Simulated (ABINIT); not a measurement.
# Ca (Fm-3m) in ABINIT: settings compared

The runs below take Ca through optical spectrum, elastic constants, with PBE, PBEsol, LDA.

Program: ABINIT 10.8.3 (patched build). These are calculated values, not measurements. Logs are shortened: lines on timing, memory, paths and dates and some standing lists are left out, and cuts for length are marked. The log counts tension as positive stress, the text compression.

**1. The crystal as given**

It takes space group Fm-3m (No. 225, cubic). Conventional cell: a = 5.588 Å, b = 5.588 Å, c = 5.588 Å, α = 90.00°, β = 90.00°, γ = 90.00°. Around Ca (site symmetry m-3m) lie 12 Ca at 3.95 Å.

**2. Optical spectrum, PBE**

Contents of run.abi:

```
# Datasets
ndtset 3

# Pseudopotentials
pp_dirpath "./"
pseudos "Ca.upf"

# Structure
acell 7.4674333183 7.4674333183 7.4674333183
rprim
     0.0000000000     0.7071067812     0.7071067812
     0.7071067812     0.0000000000     0.7071067812
     0.7071067812     0.7071067812     0.0000000000
ntypat 1
znucl 20
natom 1
typat 1
xred
            0.0            0.0            0.0

# Plane-wave basis
ecut 707.496042 eV

# k points
ngkpt 8 8 8
nshiftk 4
shiftk
     0.5000000000     0.5000000000     0.5000000000
     0.5000000000     0.0000000000     0.0000000000
     0.0000000000     0.5000000000     0.0000000000
     0.0000000000     0.0000000000     0.5000000000
istwfk *1

# Exchange and correlation
ixc 11

# Bands and occupations
occopt 7
tsmear 0.1 eV

# SCF cycle
nstep 80

# Output
iomode 3
prteig 0
prtebands 0

# Dataset 1: ground state
nband1 9
tolvrs1 1.0e-12
prtden1 1
prtwf1 0
kptopt1 1

# Dataset 2: empty bands at fixed density
iscf2 -3
getden2 1
nband2 15
nbdbuf2 4
tolwfr2 1.0e-12
nstep2 120
prtden2 0
kptopt2 1

# Dataset 3: wave functions and velocity matrix elements in the full zone
optdriver3 8
wfk_task3 "wfk_optics_fullbz"
getwfk3 2
nband3 11
kptopt3 1
prtevk3 1
inclvkb3 2
```

Contents of optic.abi:

```
&FILES
 ddkfile_1 = 'runo_DS3_1_EVK.nc',
 ddkfile_2 = 'runo_DS3_2_EVK.nc',
 ddkfile_3 = 'runo_DS3_3_EVK.nc',
 wfkfile = 'runo_DS3_WFK.nc'
/
&PARAMETERS
 broadening = 0.005512,
 domega = 0.002,
 maxomega = 0.8,
 scissor = 0.000000,
 tolerance = 0.002
/
&COMPUTATIONS
 num_lin_comp = 1,
 lin_comp = 11,
 num_nonlin_comp = 0
/
```

Potentials or basis: PseudoDojo NC SR PBE v0.4.1 standard.

Run with:

```console
> abinit run.abi > log 2>&1
> optic optic.abi > optic.log 2>&1
```

run.abo:

```text
.Version 10.8.3 of ABINIT
 DATASET    1 : space group Fm -3 m (#225); Bravais cF (face-center cubic)
================================================================================
 Values of the parameters that define the memory need for DATASET  1.
     intxc =       0    ionmov =       0      iscf =       7    lmnmax =       6
     lnmax =       6     mgfft =      36  mpssoang =       3    mqgrid =    3001
     natom =       1  nloc_mem =       1    nspden =       1   nspinor =       1
    nsppol =       1      nsym =      48    n1xccc =    2501    ntypat =       1
    occopt =       7   xclevel =       2
       mpw =        1879          nfft =       46656          nkpt =          60
================================================================================
================================================================================
[... 13 lines left out ...]
 DATASET    3 : space group Fm -3 m (#225); Bravais cF (face-center cubic)
================================================================================
 Values of the parameters that define the memory need for DATASET  3.
     intxc =       0    ionmov =       0      iscf =       7    lmnmax =       6
     lnmax =       6     mgfft =      36  mpssoang =       3    mqgrid =    3001
     natom =       1  nloc_mem =       1    nspden =       1   nspinor =       1
    nsppol =       1      nsym =      48    n1xccc =    2501    ntypat =       1
    occopt =       7   xclevel =       2
       mpw =        1879          nfft =       46656          nkpt =          60
================================================================================
================================================================================

--------------------------------------------------------------------------------
------------- Echo of variables that govern the present computation ------------
--------------------------------------------------------------------------------
 -outvars: echo values of preprocessed input variables --------
            acell      7.4674333183E+00  7.4674333183E+00  7.4674333183E+00 Bohr
              amu      4.00780000E+01
             ecut      2.60000000E+01 Hartree
           getden1          0
           getden2          1
           getden3          0
           getwfk1          0
           getwfk2          0
           getwfk3          2
             iscf1          7
             iscf2         -3
             iscf3          7
              ixc          11
           jdtset        1    2    3
                       outvar_i_n : Printing only first  50 k-points.
         kptrlatt        8   -8    8     -8    8    8     -8   -8    8
          kptrlen      8.44843638E+01
            natom           1
            nband1          9
            nband2         15
            nband3         11
           nbdbuf1          0
           nbdbuf2          4
           nbdbuf3          0
           ndtset           3
            ngfft          36      36      36
             nkpt          60
            nstep1         80
            nstep2        120
[... 275 lines left out ...]
 reduced coordinates (array xred) for    1 atoms
       0.000000000000      0.000000000000      0.000000000000

 cartesian coordinates (angstrom) at end:
    1      0.00000000000000     0.00000000000000     0.00000000000000
 length scales=  7.467433318300  7.467433318300  7.467433318300 bohr
              =  3.951595533301  3.951595533301  3.951595533301 angstroms
 Eigenvalues (hartree) for nkpt=  60  k points:
 kpt#   1, nband= 15, wtk=  0.01172, kpt= -0.0625 -0.1250  0.0000 (reduced coord)
  -1.41415   -0.71353   -0.71315   -0.71311   -0.00309    0.20914    0.22095    0.22103
   0.24890    0.25664    0.47090    0.48992    0.52076    0.53516    0.61960
      occupation numbers for kpt#   1
   2.00000    2.00000    2.00000    2.00000    2.00000    0.00000    0.00000    0.00000
   0.00000    0.00000    0.00000    0.00000    0.00000    0.00000    0.00000
 prteigrs : prtvol=0 or 1, do not print more k-points.

--- !EnergyTerms
iteration_state     : {dtset: 2, }
comment             : Components of total free energy in Hartree
kinetic             :  1.31605650443982E+01
hartree             :  1.00628084435571E+01
xc                  : -7.28459275137289E+00
Ewald energy        : -2.17075059472193E+01
psp_core            :  4.18919141845563E-01
local_psp           : -3.66731425622332E+01
non_local_psp       :  3.31186437212942E+00
internal            : -3.87110842588950E+01
'-kT*entropy'       : -2.67954475394526E-04
total_energy        : -3.87113522133704E+01
...

--- !EnergyTermsDC
iteration_state     : {dtset: 2, }
comment             : '"Double-counting" decomposition of free energy'
band_energy         : -6.94619514205105E+00
Ewald energy        : -2.17075059472193E+01
psp_core            :  4.18919141845563E-01
xc_dc               : -1.04763022108393E+01
internal            : -3.87110841582641E+01
'-kT*entropy'       : -2.67954475394526E-04
total_energy_dc     : -3.87113521127395E+01
...

================================================================================
== DATASET  3 ==================================================================

--- !DatasetInfo
iteration_state: {dtset: 3, }
dimensions: {natom: 1, nkpt: 60, mband: 11, nsppol: 1, nspinor: 1, nspden: 1, mpw: 1879, }
cutoff_energies: {ecut:  26.0, pawecutdg:  -1.0, }
electrons: {nelect:   1.00000000E+01, charge:   0.00000000E+00, occopt:   7.00000000E+00, tsmear:   3.67493222E-03, }
meta: {optdriver: 8, wfk_task: 7, }
...

 mkfilename : getwfk/=0, take file _WFK from output of DATASET   2.

 Exchange-correlation functional for the present dataset will be:
  GGA: Perdew-Burke-Ernzerhof functional - ixc=11
  J.P.Perdew, K.Burke, M.Ernzerhof, PRL 77, 3865 (1996)

--------------------------------------------------------------------------------

 Computation of velocity matrix elements (DDK)

 Parameters extracted from the Abinit header:
    ecut:     26.0
    nkpt:    2048
    mband:   15
    nsppol:  1
    nspinor: 1
    useylm:  0
    inclvkb: 2
    bmin: 1, bmax: 15
    Computing diagonal and off-diagonal matrix elements
    Between band index bmin: 1, bmax: 15

== END DATASET(S) ==============================================================
================================================================================

 -outvars: echo values of variables after computation  --------
            acell      7.4674333183E+00  7.4674333183E+00  7.4674333183E+00 Bohr
           etotal1    -3.8711352113E+01
           etotal2    -3.8711352113E+01
           etotal3     0.0000000000E+00
            fcart1    -0.0000000000E+00 -0.0000000000E+00 -0.0000000000E+00
            fcart3     0.0000000000E+00  0.0000000000E+00  0.0000000000E+00
            rprim      0.0000000000E+00  7.0710678120E-01  7.0710678120E-01
                       7.0710678120E-01  0.0000000000E+00  7.0710678120E-01
                       7.0710678120E-01  7.0710678120E-01  0.0000000000E+00
           strten1     4.5444342921E-05  4.5444342921E-05  4.5444342921E-05
                       0.0000000000E+00  0.0000000000E+00  0.0000000000E+00
           strten3     0.0000000000E+00  0.0000000000E+00  0.0000000000E+00
                       0.0000000000E+00  0.0000000000E+00  0.0000000000E+00
 Calculation completed.
```

Wall time 96 s (1 thread of Arm Neoverse V1, shared host); peak memory 1 GiB.

Results:

```yaml
Free_energy: -1053.3896 eV
```

Dielectric function (mean over the directions given):
```csv
energy (eV),real part,imaginary part
0.33,32.84,33.09
1.31,-3.66,13.95
2.29,-1.64,2.51
3.37,0.44,1.32
4.35,1.33,2.48
5.44,-1.25,1.84
6.42,-0.47,0.67
7.51,0.18,0.36
8.49,0.48,0.19
9.58,0.61,0.10
10.56,0.75,0.12
11.65,0.86,0.04
12.63,0.94,0.03
13.71,1.01,0.02
14.69,1.07,0.01
15.78,1.14,0.01
16.76,1.20,0.01
17.85,1.26,0.01
18.83,1.33,0.01
19.92,1.42,0.01
```

Caveat: the cutoff is too short for stress, so the log's stress isn't used; the intraband (Drude) term is left out; spectra need much finer meshes, so this one isn't converged; independent-particle spectra lack excitons.

**3. Optical spectrum, PBEsol**

run.abi: that of step 2 with these lines changed.

```diff
@@ -21,3 +21,3 @@
 # Plane-wave basis
-ecut 707.496042 eV
+ecut 761.918815 eV
 
@@ -34,7 +34,7 @@
 # Exchange and correlation
-ixc 11
+ixc -116133
 
 # Bands and occupations
-occopt 7
-tsmear 0.1 eV
+occopt 3
+tsmear 0.2 eV
 
@@ -58,3 +58,3 @@
 getden2 1
-nband2 15
+nband2 17
 nbdbuf2 4
@@ -69,3 +69,3 @@
 getwfk3 2
-nband3 11
+nband3 13
 kptopt3 1
```

optic.abi: that of step 2 with these lines changed.

```diff
@@ -7,3 +7,3 @@
 &PARAMETERS
- broadening = 0.005512,
+ broadening = 0.001837,
  domega = 0.002,
```

Potentials or basis: PseudoDojo NC SR PBEsol v0.4.1 standard.

Run with:

```console
> abinit run.abi > log 2>&1
> optic optic.abi > optic.log 2>&1
```

run.abo:

```text
.Version 10.8.3 of ABINIT
 DATASET    1 : space group Fm -3 m (#225); Bravais cF (face-center cubic)
================================================================================
 Values of the parameters that define the memory need for DATASET  1.
     intxc =       0    ionmov =       0      iscf =       7    lmnmax =       6
     lnmax =       6     mgfft =      36  mpssoang =       3    mqgrid =    3001
     natom =       1  nloc_mem =       1    nspden =       1   nspinor =       1
    nsppol =       1      nsym =      48    n1xccc =    2501    ntypat =       1
    occopt =       3   xclevel =       2
       mpw =        2104          nfft =       46656          nkpt =          60
================================================================================
================================================================================
[... 13 lines left out ...]
 DATASET    3 : space group Fm -3 m (#225); Bravais cF (face-center cubic)
================================================================================
 Values of the parameters that define the memory need for DATASET  3.
     intxc =       0    ionmov =       0      iscf =       7    lmnmax =       6
[... 375 lines left out ...]
    nspinor: 1
    useylm:  0
    inclvkb: 2
    bmin: 1, bmax: 17
    Computing diagonal and off-diagonal matrix elements
    Between band index bmin: 1, bmax: 17

== END DATASET(S) ==============================================================
================================================================================

 -outvars: echo values of variables after computation  --------
            acell      7.4674333183E+00  7.4674333183E+00  7.4674333183E+00 Bohr
           etotal1    -3.8644911578E+01
           etotal2    -3.8644911578E+01
           etotal3     0.0000000000E+00
            fcart1    -0.0000000000E+00 -0.0000000000E+00 -0.0000000000E+00
            fcart3     0.0000000000E+00  0.0000000000E+00  0.0000000000E+00
            rprim      0.0000000000E+00  7.0710678120E-01  7.0710678120E-01
                       7.0710678120E-01  0.0000000000E+00  7.0710678120E-01
                       7.0710678120E-01  7.0710678120E-01  0.0000000000E+00
           strten1     4.9195617370E-05  4.9195617370E-05  4.9195617370E-05
                       0.0000000000E+00  0.0000000000E+00  0.0000000000E+00
           strten3     0.0000000000E+00  0.0000000000E+00  0.0000000000E+00
                       0.0000000000E+00  0.0000000000E+00  0.0000000000E+00
 Calculation completed.
```

optic_0001_0001-linopt.out:

```text
#calculated the component:  1  1  of dielectric function
 #broadening:    0.000000E+00    1.837000E-03
 #scissors shift:    0.000000E+00
 #energy window:    6.032628E+01eV    2.216950E+00Ha
 # Energy(eV)         Im(eps(w))
    2.721139E-01    4.168449E+01
    8.163416E-01    1.659592E+01
    1.360569E+00    1.506581E+01
    1.904797E+00    5.458347E+00
    2.449025E+00    1.478338E+00
    2.993252E+00    2.806075E+00
[... 32 lines left out ...]
    2.095277E+01    8.055422E-03
    2.149700E+01    1.103441E-02
[... 169 lines left out ...]
    1.904797E+00    4.059663E-01
    2.449025E+00    2.837761E-01
    2.993252E+00    2.085827E-01
[... 32 lines left out ...]
    2.095277E+01    1.251639E-02
    2.149700E+01    1.624508E-02
 # Energy(eV)         absorption coeff (in 10^6 m-1) = omega Im(eps) / c n(eps)
    1.632683E-01    8.220458E-01
    7.074960E-01    1.673575E+01
    1.251724E+00    4.997487E+01
    1.795951E+00    3.365761E+01
    2.340179E+00    3.305326E+01
    2.884407E+00    2.673629E+01
[... 32 lines left out ...]
    2.084392E+01    6.478978E-01
    2.138815E+01    8.687406E-01
```

It took 89 s on 1 thread of Arm Neoverse V2, shared host; peak memory 1.3 GiB.

What came out:

- Free energy: -1051.5816 eV
- Pressure: -1.4 GPa

Dielectric function (mean over the directions given):
```csv
energy (eV),real part,imaginary part
0.33,45.54,56.05
0.76,6.88,11.69
1.31,-5.87,13.95
1.74,-5.04,3.43
2.29,-1.95,1.60
2.83,0.35,1.69
3.27,-0.28,1.21
3.81,1.90,1.12
4.25,0.85,3.01
4.79,0.60,3.43
5.33,-2.37,1.80
5.77,-0.94,1.37
6.31,-0.36,1.02
6.75,-0.04,0.34
7.29,0.17,0.39
7.84,0.17,0.21
8.27,0.42,0.16
8.82,0.45,0.22
9.36,0.53,0.14
9.80,0.67,0.05
10.34,0.79,0.16
10.78,0.77,0.06
11.32,0.81,0.04
11.86,0.90,0.07
12.30,0.93,0.02
12.84,0.97,0.02
13.28,1.00,0.03
13.82,1.04,0.01
14.37,1.08,0.02
14.80,1.09,0.02
15.35,1.12,0.02
15.89,1.16,0.01
16.33,1.20,0.02
16.87,1.19,0.01
17.31,1.23,0.01
17.85,1.26,0.01
18.39,1.30,0.01
18.83,1.34,0.01
19.38,1.38,0.01
19.92,1.43,0.01
```

Caveat: the cutoff is short for stress, so the pressure is rough; the intraband (Drude) term is left out; spectra need much finer meshes, so this one isn't converged; independent-particle spectra lack excitons.

(Part 1 of 2 ends here.)
